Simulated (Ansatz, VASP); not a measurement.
**Mg in VASP and in Ansatz**

```
Mg
1.0
     0.00000    2.25617    2.25617
     2.25617    0.00000    2.25617
     2.25617    2.25617    0.00000
Mg
1
Direct
  0.00000 0.00000 0.00000
```

Alike in both runs: task relaxation of cell and atoms; functional PBE; k mesh 16 × 16 × 16; occupations gaussian, width 0.1 eV; no spin polarisation.

|  | VASP | Ansatz |
| --- | --- | --- |
| version | VASP 6.6.1 | Ansatz 0.2.0 |
| potentials or method | VASP PAW PBE potentials, release 64 (Mg) | scalar-relativistic, plane waves, PAW |
| plane-wave cutoff (eV) | 600 | 420 |
| valence electrons in the cell | 2 | 10 |

```tsv
	VASP	Ansatz	Ansatz less VASP
gap on the k mesh at the Fermi level, each at its own relaxed structure (eV)	none	none	-
relaxed volume (Å³/atom)	23.03	23.08	+0.058
relaxed cell length with the largest relative difference (Å)	3.193	3.196	+0.0027
```

A gap of «none» marks a metal or a gap that the smearing closes. The two sets of potentials don't hold the same shells in valence.
